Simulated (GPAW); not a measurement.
# HfN (Fm-3m) in GPAW: single point with PBE

Aim: the single point of HfN with PBE.

Program: GPAW 26.7.0. These are calculated values, not measurements. Logs are shortened: lines on timing, memory, paths and dates and some standing lists are left out, and cuts for length are marked. The log counts tension as positive stress, the text compression.

## Step 1: The cell of the first run

Symmetry: Fm-3m, No. 225, cubic system. Conventional cell: a = 4.512 Å, b = 4.512 Å, c = 4.512 Å, α = 90.00°, β = 90.00°, γ = 90.00°. Around Hf (site symmetry m-3m) lie 6 N at 2.26 Å. N (site symmetry m-3m) is surrounded by 6 Hf at 2.26 Å.

## Step 2: Single point, PBE (the cell as VASP's run set it)

Contents of run.py:

```python
from ase import Atoms
from ase.dft.bandgap import bandgap
from ase.io import write
from ase.units import GPa
from gpaw import GPAW, PW

atoms = Atoms(['Hf', 'N'],
              cell=[[3.1904658, 0.0, 0.0],
                    [1.5952329, 2.7630244327, 0.0],
                    [1.5952329, 0.9210081442, 2.6050044173]],
              scaled_positions=[[0.0, 0.0, 0.0],
                                [0.5, 0.5, 0.5]],
              pbc=True)

calc = GPAW(mode=PW(800),
            xc='PBE',
            kpts={'size': (10, 10, 10), 'gamma': True},
            occupations={'name': 'methfessel-paxton', 'order': 0, 'width': 0.05},
            nbands=19,
            convergence={'density': 1e-05, 'energy': 1e-05},
            maxiter=150,
            txt='gpaw.txt')
atoms.calc = calc
energy = atoms.get_potential_energy()
forces = atoms.get_forces()
stress = atoms.get_stress()
calc.write('gs.gpw')
write('result.traj', atoms)
print(f'Energy: {energy:.6f} eV')
print('Forces (eV/A):')
print(forces.round(4))
print('Stress (GPa):', (stress / GPa).round(3))
print('Fermi level:', round(calc.get_fermi_level(), 4), 'eV')
print(f'Gap: {bandgap(calc)[0]:.4f} eV, direct: {bandgap(calc, direct=True)[0]:.4f} eV')
```

Potentials or basis: GPAW PAW data sets (gpaw-data 1.2.1), pw.

Started as:

```bash
> OMP_NUM_THREADS=1 python run.py
```

gpaw.txt:

```text
__  _  _
 | _ |_)|_||  |
 |__||  | ||/\| - 26.7.0

Input parameters:
  mode=PW(ecut=800.0),
  convergence={'density': 1e-05, 'energy': 1e-05},
  kpts=MonkhorstPack(size=(10, 10, 10), gamma=True),
  maxiter=150,
  nbands=19,
  occupations=Occupations(name='methfessel-paxton', order=0, width=0.05),
  xc=XC(name='PBE')

Diagonalizing LCAO Hamiltonian
Converting LCAO to pw mode

                 N

       Hf

Atoms  # Å, Bohr magnetons
|   | symbol |        x |        y |        z |    initial magnetic moments |
|---|--------|----------|----------|----------|-----------------------------|
| 0 |     Hf | 0.000000 | 0.000000 | 0.000000 | ( 0.0000,  0.0000,  0.0000) |
| 1 |      N | 3.190466 | 1.842016 | 1.302502 | ( 0.0000,  0.0000,  0.0000) |

Unit cell  # Å
| periodic |        x |        y |        z |  lengths |    angles |
|----------|----------|----------|----------|----------|-----------|
|      yes | 3.190466 | 0.000000 | 0.000000 | 3.190466 | 60.000000 |
|      yes | 1.595233 | 2.763024 | 0.000000 | 3.190466 | 60.000000 |
|      yes | 1.595233 | 0.921008 | 2.605004 | 3.190466 | 60.000000 |

Number of symmetries: 48
Symmetry operations  # r_c * U_cc + t_c -> r_c
|    | kind |            matrix            |
|----|------|------------------------------|
|  0 |  σ   |  1, 0, 0,  1, 0,-1,  1,-1, 0 |
|  1 |  C2  |  1, 0, 0,  1,-1, 0,  1, 0,-1 |
|  2 |  E   |  1, 0, 0,  0, 1, 0,  0, 0, 1 |
|  3 |  σ   |  1, 0, 0,  0, 0, 1,  0, 1, 0 |
|  4 |  C4  |  1, 0,-1,  1, 0, 0,  1,-1, 0 |
|  5 |  S6  |  1, 0,-1,  1,-1, 0,  1, 0, 0 |
|  6 |  σ   |  1, 0,-1,  0, 1,-1,  0, 0,-1 |
|  7 |  C3  |  1, 0,-1,  0, 0,-1,  0, 1,-1 |
|  8 |  S6  |  1,-1, 0,  1, 0, 0,  1, 0,-1 |
|  9 |  C4  |  1,-1, 0,  1, 0,-1,  1, 0, 0 |
| 10 |  C3  |  1,-1, 0,  0,-1, 1,  0,-1, 0 |
| 11 |  σ   |  1,-1, 0,  0,-1, 0,  0,-1, 1 |
| 12 |  σ   |  0, 1, 0,  1, 0, 0,  0, 0, 1 |
| 13 |  C4  |  0, 1, 0,  0, 1,-1, -1, 1, 0 |
| 14 |  C3  |  0, 1, 0,  0, 0, 1,  1, 0, 0 |
| 15 |  S6  |  0, 1, 0, -1, 1, 0,  0, 1,-1 |
| 16 |  C2  |  0, 1,-1,  1, 0,-1,  0, 0,-1 |
| 17 |  σ   |  0, 1,-1,  0, 1, 0, -1, 1, 0 |
| 18 |  S4  |  0, 1,-1,  0, 0,-1,  1, 0,-1 |
| 19 |  C4  |  0, 1,-1, -1, 1, 0,  0, 1, 0 |
| 20 |  C3  |  0, 0, 1,  1, 0, 0,  0, 1, 0 |
| 21 |  σ   |  0, 0, 1,  0, 1, 0,  1, 0, 0 |
| 22 |  S6  |  0, 0, 1,  0,-1, 1, -1, 0, 1 |
| 23 |  C4  |  0, 0, 1, -1, 0, 1,  0,-1, 1 |
| 24 |  S4  |  0, 0,-1,  1, 0,-1,  0, 1,-1 |
| 25 |  C3  |  0, 0,-1,  0, 1,-1,  1, 0,-1 |
| 26 |  C2  |  0, 0,-1,  0,-1, 0, -1, 0, 0 |
| 27 |  S6  |  0, 0,-1, -1, 0, 0,  0,-1, 0 |
| 28 |  S4  |  0,-1, 1,  1,-1, 0,  0,-1, 0 |
| 29 |  C4  |  0,-1, 1,  0, 0, 1, -1, 0, 1 |
| 30 |  C2  |  0,-1, 1,  0,-1, 0,  1,-1, 0 |
| 31 |  σ   |  0,-1, 1, -1, 0, 1,  0, 0, 1 |
| 32 |  C3  |  0,-1, 0,  1,-1, 0,  0,-1, 1 |
| 33 |  S6  |  0,-1, 0,  0, 0,-1, -1, 0, 0 |
| 34 |  S4  |  0,-1, 0,  0,-1, 1,  1,-1, 0 |
| 35 |  C2  |  0,-1, 0, -1, 0, 0,  0, 0,-1 |
| 36 |  C2  | -1, 1, 0,  0, 1, 0,  0, 1,-1 |
| 37 |  S6  | -1, 1, 0,  0, 1,-1,  0, 1, 0 |
| 38 |  S4  | -1, 1, 0, -1, 0, 1, -1, 0, 0 |
| 39 |  C3  | -1, 1, 0, -1, 0, 0, -1, 0, 1 |
| 40 |  S6  | -1, 0, 1,  0, 0, 1,  0,-1, 1 |
| 41 |  C2  | -1, 0, 1,  0,-1, 1,  0, 0, 1 |
| 42 |  C3  | -1, 0, 1, -1, 1, 0, -1, 0, 0 |
| 43 |  S4  | -1, 0, 1, -1, 0, 0, -1, 1, 0 |
| 44 |  C2  | -1, 0, 0,  0, 0,-1,  0,-1, 0 |
| 45 |  i   | -1, 0, 0,  0,-1, 0,  0, 0,-1 |
| 46 |  σ   | -1, 0, 0, -1, 1, 0, -1, 0, 1 |
| 47 |  C2  | -1, 0, 0, -1, 0, 1, -1, 1, 0 |

BZ-sampling:
  Number of BZ points: 1000
  Number of IBZ points: 47

  Monkhorst-Pack size: [10, 10, 10]
  Monkhorst-Pack shift: [0.05, 0.05, 0.05]

K-points  # in reciprocal-cell coordinates
|     |                                coordinates |     weight |
|-----|--------------------------------------------|------------|
|   0 | (  0.00000000,   0.00000000,   0.00000000) | 0.00100000 |
|   1 | (  0.10000000,   0.10000000,   0.00000000) | 0.00600000 |
|   2 | (  0.10000000,   0.10000000,   0.10000000) | 0.00800000 |
|   3 | (  0.20000000,   0.10000000,   0.10000000) | 0.01200000 |
|   4 | (  0.20000000,   0.20000000,   0.00000000) | 0.00600000 |
|   5 | (  0.20000000,   0.20000000,   0.10000000) | 0.02400000 |
|   6 | (  0.20000000,   0.20000000,   0.20000000) | 0.00800000 |
|   7 | (  0.30000000,   0.20000000,   0.10000000) | 0.02400000 |
|   8 | (  0.30000000,   0.20000000,   0.20000000) | 0.02400000 |
|   9 | (  0.30000000,   0.30000000,   0.00000000) | 0.00600000 |
| ... |                                            |            |
|  46 | (  0.50000000,   0.50000000,   0.50000000) | 0.00400000 |

Plane wave coefficients: 1243
Cutoff: 800.0 eV

Spin-components: 1 (collinear spins)
Bands:           19
Projectors:      11
Spin-degeneracy: 2
Datatype:        complex128

Parallelization:
  kpt:    1
  domain: 1
  band:   1

Density:
  Valence electrons: 17.0
  Components: 1
  Grid points: [21 21 21]
  Charge: 0.0  # |e|

Potential:
  Grid points: [21 21 21]

species:
  Hf:
    name:    Hafnium
    Z:       72.0
    valence: 12
    core:    60
    charge:  0.0  # [|e|]
    compensation charges:
      type: gauss
      rc: 0.41  # [Å]
      lmax: 2
    cutoffs:
      filter: 2.36  # [Å]
      core: 4.02  # [Å]
    projectors
    | kind |    occ | energy [eV] | rcut [Å] |
    |------|--------|-------------|----------|
    |   5s |  2.000 |     -66.831 |    1.397 |
    |   6s |  2.000 |      -5.097 |    1.397 |
    |   5p |  6.000 |     -35.599 |    1.307 |
    |   6p |  0.000 |      -1.401 |    1.307 |
    |   5d |  2.000 |      -2.699 |    1.334 |
    |    d |        |      24.513 |    1.334 |

    Using partial waves for Hf as LCAO basis

  N:
    name:    Nitrogen
    Z:       7.0
    valence: 5
    core:    2
    charge:  0.0  # [|e|]
    compensation charges:
      type: gauss
      rc: 0.18  # [Å]
      lmax: 2
    cutoffs:
      filter: 1.11  # [Å]
      core: 0.96  # [Å]
    projectors
    | kind |    occ | energy [eV] | rcut [Å] |
    |------|--------|-------------|----------|
    |   2s |  2.000 |     -18.583 |    0.603 |
    |   2p |  3.000 |      -7.089 |    0.529 |
    |    s |        |       8.629 |    0.603 |
    |    p |        |      20.123 |    0.529 |
    |    d |        |       0.000 |    0.577 |

    Using partial waves for N as LCAO basis

Reference energy: -411367.836780  # eV

eigensolver:
  PPCG
  Converge bands: occupied
  niter=2

density mixing:
  MSR1-Mixer
  Pratt-step length: 0.05
  Maximum mixing coefficient: 0.75
  Old densities: 10
  SVD Regularization: 0.005
  Good broyden scale: 1.0
  Trust region scale: 1.0
  Backstep threshold: 4.0
  History deletion threshold: 6.0
  Fourier metric: weight=20.0, sigma=0.015

occupation numbers:
  Methfessel-Paxton:
    width: 0.0500  # eV
    order: 0

poisson solver:
  ecut: 6400.0  # eV

xc functional:
  name: PBE with 2 nearest neighbor stencil

convergence criteria:
- Maximum integral of absolute [dens]ity change: 1e-05 electrons / valence electron
- Maximum [total energy] change in last 3 cyles: 1e-05 eV / valence electron
- Maximum integral of absolute [eigenst]ate change: 4e-08 eV^2 / valence electron
maximum number of iterations: 150

SCF iterations
|iter     | |      energy | eigst |  dens |
|---------|-|-------------|-------|-------|
|iter:   1| |  -21.102805 | +0.03 |       |
|iter:   2| |  -20.553686 | -2.41 | -0.90 |
|iter:   3| |  -19.280204 | -1.49 | -0.96 |
|iter:   4| |  -19.285937 | -3.06 | -1.61 |
|iter:   5| |  -19.294358 | -3.28 | -1.83 |
|iter:   6| |  -19.294194 | -5.21 | -2.92 |
|iter:   7| |  -19.294201c| -6.44 | -3.52 |
|iter:   8| |  -19.294202c| -7.30 | -4.04 |
|iter:   9| |  -19.294202c| -8.51c| -5.07c|

Converged in 9 steps
Energy contributions relative to reference atoms: (reference = -411367.836780)

Energy contributions:
  Kinetic:          24.037360
  Coulomb:         -23.875139
  Zero:             -0.250302
  External:          0.000000
  Xc:              -19.205569
  Entropy:          -0.001104
  Spinorbit:         0.000000
  ----------------------------
  Free energy:     -19.294754
  Extrapolated:    -19.294202

dipole moment: (-23.086253, -13.328855, -9.424923)  # |e|*Ang

Fermi level: 14.010
Eigenvalues  # (at kpt = [0.000, 0.000, 0.000])
| band index |      eig [eV] | occ [0-2] |
|------------|---------------|-----------|
|          0 |       -48.608 |     2.000 |
|        ... |               |           |
|          3 |       -17.204 |     2.000 |
|          4 |        -3.546 |     2.000 |
|          5 |        10.948 |     2.000 |
|          6 |        10.948 |     2.000 |
|          7 |        10.948 |     2.000 |
|          8 |        13.617 |     2.000 |
[... 8 lines left out ...]
|         17 |        38.522 |     0.000 |
|         18 |        40.378 |     0.000 |

No gap
No difference between direct/indirect transitions

Forces  # eV/Ang
|        x |        y |        z |
|----------|----------|----------|
| -0.00000 | -0.00000 |  0.00000 |  # Hf   0
|  0.00000 | -0.00000 | -0.00000 |  # N    1

Stress tensor  # eV/Ang^3
|         x |         y |         z |
|-----------|-----------|-----------|
| -0.041853 |  0.000000 | -0.000000 |
|  0.000000 | -0.041853 | -0.000000 |
| -0.000000 | -0.000000 | -0.041853 |

# Writing to gs.gpw (mode='')
```

Run time: 13 s. Hardware: 1 thread of Intel Xeon 6975P-C (Granite Rapids), shared host; peak memory 0.17 GiB.

Results:

* Free energy: -19.2948 eV
* Pressure: 6.7 GPa
* Band gap on the k mesh: none (metal or under the smearing width)

Levels at points of the mesh, in eV from the Fermi level:
```csv
k point,band 6,band 7,band 8,band 9,band 10,band 11,band 12,band 13
"(0.00, 0.00, 0.00)",-3.06,-3.06,-3.06,-0.39,-0.39,-0.39,1.82,1.93
"(0.50, 0.50, 0.00)",-5.49,-3.87,-3.74,-3.74,4.06,5.49,5.49,5.59
"(0.50, 0.50, 0.50)",-8.94,-6.25,-6.25,3.24,3.67,3.67,4.42,8.80
```
